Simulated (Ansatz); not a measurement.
**BN (P-6m2) at 3 levels of theory**

One geometry, relaxed with PBE; plane waves with PAW potentials in Ansatz, scalar-relativistic. No spin polarisation. Gaps are the least over mesh and band path; pressure is positive in compression, and isn't given for hybrids.

```
B N
1.0
     2.51215    0.00000    0.00000
    -1.25607    2.17558    0.00000
     0.00000    0.00000    8.35190
B N
2 2
Direct
  0.00000 0.00000 0.50000
  0.33333 0.66667 0.00000
  0.33333 0.66667 0.50000
  0.66667 0.33333 0.00000
```

```csv
level,cutoff (eV),k mesh,gap (eV),pressure (GPa)
PBE,420,12×12×4,4.39,0.0
```

Problem. What comes out on the same cell with r2SCAN, HSE06?

Solution.
```json
{"level": "r2SCAN", "cutoff (eV)": "500", "k mesh": "12×12×4", "gap (eV)": "4.63", "pressure (GPa)": "-3.0"}
{"level": "HSE06", "cutoff (eV)": "420", "k mesh": "12×12×2", "gap (eV)": "5.46", "pressure (GPa)": "-"}
```

The cell holds layers, chains or molecules and no dispersion correction was added, so their binding is poorly described.

The cell was relaxed from a distorted copy of a database structure.
